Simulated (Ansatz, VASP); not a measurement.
**NiO in VASP and in Ansatz**

The input INCAR:

```
SYSTEM = NiO
PREC = Accurate
ENCUT = 520
EDIFF = 1E-6
ISMEAR = 0
SIGMA = 0.02
LREAL = .FALSE.
LASPH = .TRUE.
NELM = 150
ALGO = Normal
ISIF = 2
LWAVE = .FALSE.
LCHARG = .TRUE.
ISPIN = 2
MAGMOM = 0 2
LORBIT = 11
LMAXMIX = 4
LDAU = .TRUE.
LDAUTYPE = 2
LDAUL = -1 2
LDAUU = 0 6.2
LDAUJ = 0 0
LDAUPRINT = 1
GGA = PS
LELF = .TRUE.
LVHAR = .TRUE.
NBANDS = 19
```

Contents of KPOINTS:

```
Automatic mesh
0
G
  9 9 9
  0 0 0
```

File POSCAR:

```
NiO
1.0
    0.0000000000      2.0885500000      2.0885500000
    2.0885500000      0.0000000000      2.0885500000
    2.0885500000      2.0885500000      0.0000000000
O Ni
1 1
Direct
    0.5000000000      0.5000000000      0.5000000000
    0.0000000000      0.0000000000      0.0000000000
```

Input for Ansatz:

```yaml
crystal:
  lattice:
    - [0.0, 2.08855, 2.08855]
    - [2.08855, 0.0, 2.08855]
    - [2.08855, 2.08855, 0.0]
  atoms:
    - { symbol: O, position: [0.5, 0.5, 0.5] }
    - { symbol: Ni, position: [0.0, 0.0, 0.0], spin: 2.0 }
magnetization:
  spin_polarized: true
hamiltonian:
  xc: pbesol
  pseudopotentials: { kind: paw }
  hubbard: { sites: [{ species: Ni, l: d, u_eff: 6.2 }] }
basis:
  ecutwfc: 420
kpoints:
  mp_grid: { grid: [9, 9, 9] }
scf:
  occupations: { method: gaussian, width: 0.02 }
  lower_state_search: "off"
output:
  forces: true
  stress: true
  write_density: true
  write_potential: true
  elf: true
  volumetric_format: npy
```

Alike in both runs: task single point; functional PBEsol; k mesh 9 × 9 × 9; occupations gaussian, width 0.02 eV; collinear spin; Hubbard terms Ni d U = 6.2 eV.

|  | VASP | Ansatz |
| --- | --- | --- |
| version | VASP 6.6.1 | Ansatz 0.2.0 |
| potentials or method | VASP PAW PBE potentials, release 64 (O, Ni) | PAW, plane waves, scalar-relativistic |
| plane-wave cutoff (eV) | 520 | 420 |
| valence electrons in the cell | 16 | 24 |

```csv
,VASP,Ansatz,Ansatz less VASP
gap on the k mesh at the Fermi level (eV),2.33,2.05,-0.286
pressure (GPa),-7.6,3.4,+11.01
net moment per atom (μB),1.00,1.00,0.000
size of the moment on the site where the two differ most (μB),1.81,1.71,-0.101
```

Site moments also hang on the region over which each program counts them. The programs project onto different local orbitals, so the same U acts differently. The two sets of potentials don't hold the same shells in valence.

Caveats: the PAW data sets were made with another functional, which shifts forces and pressure a little (VASP); an odd mesh through Γ misses points on the zone boundary, where band edges often lie; a cell with one magnetic atom can't hold antiferromagnetic order, which such compounds often take. The state reached can hang on the start; a lower one may exist.
